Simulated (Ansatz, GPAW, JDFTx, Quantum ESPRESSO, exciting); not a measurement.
## BAs: 6 runs at one level of theory

```xyz
2
Lattice="0.0000 2.3885 2.3885 2.3885 0.0000 2.3885 2.3885 2.3885 0.0000" Properties=species:S:1:pos:R:3 pbc="T T T"
As    3.5827    3.5827    3.5827
B     0.0000    0.0000    0.0000
```

Alike in all runs: task band structure; functional PBE; k mesh 10 × 10 × 10; occupations fermi-dirac, width 0.05 eV; no spin polarisation; no spin-orbit coupling. Pressure is positive in compression and, in plane waves, holds the error of the finite cutoff, which Ansatz's Pulay term estimates and takes out. Gaps are the smaller of the mesh's and the band path's.

```
                                                         program and potentials  plane-wave cutoff (eV)                                   notes  band gap (eV)  pressure (GPa)
                                     GPAW, GPAW PAW data sets (gpaw-data 1.2.1)                     800  4 valence electrons an atom on average           1.18            3.28
                                 Ansatz, all-electron LAPW, scalar-relativistic                       -                                       -           1.19            2.73
exciting, all-electron LAPW+lo, shipped species files, valence relativity iora*                       -                                       -           1.19               -
                             Quantum ESPRESSO, PseudoDojo 0.4.1 SR PBE standard                    1143  9 valence electrons an atom on average           1.20            2.74
                      JDFTx, PseudoDojo-SR-PBE-0.5-standard with smoothed tails                    1143  9 valence electrons an atom on average           1.22               -
                         Ansatz, Ansatz PAW (files of its older set among them)                     710  9 valence electrons an atom on average           1.19            2.73
```

The band gap spans 1.18 (GPAW, GPAW PAW data sets (gpaw-data 1.2.1)) to 1.22 eV (JDFTx, PseudoDojo-SR-PBE-0.5-standard with smoothed tails), with all-electron results at 1.19. The pressure spans 2.73 (Ansatz, Ansatz PAW (files of its older set among them)) to 3.28 GPa (GPAW, GPAW PAW data sets (gpaw-data 1.2.1)), with all-electron results at 2.73. Spin-orbit coupling, left out here, moves the band edges of heavy atoms. The paths' points differ, which is worth about 0.01 eV.

The functional is the same throughout but for its coding, so the spread measures potentials, basis and numerics; runs on potential files found faulty are left out.

The gap of BAs is nearly insensitive to the choice of potential, whereas the pressure is not. Boron and arsenic have similar electronegativities and form a strongly covalent sp³ network, so the gap separates bonding p states from antibonding states of the valence shell, with the As 3d shell lying far below. GPAW, the only run with 4 valence electrons an atom, accordingly stays close to the others in gap but gives 3.28 GPa against the all-electron 2.73 GPa. Freezing the As 3d shell is a possible cause, alongside the finite cutoff and the construction of the data sets.

The positive pressure in every run that reports one means that PBE favours a larger cell than the one used, in line with its usual underbinding. The gaps all fall well below the measured one, as expected of Kohn-Sham gaps from a semilocal functional, which lack the derivative discontinuity. The close agreement between codes therefore supports the numerical soundness of the PBE gap, not its accuracy as a quasiparticle gap.
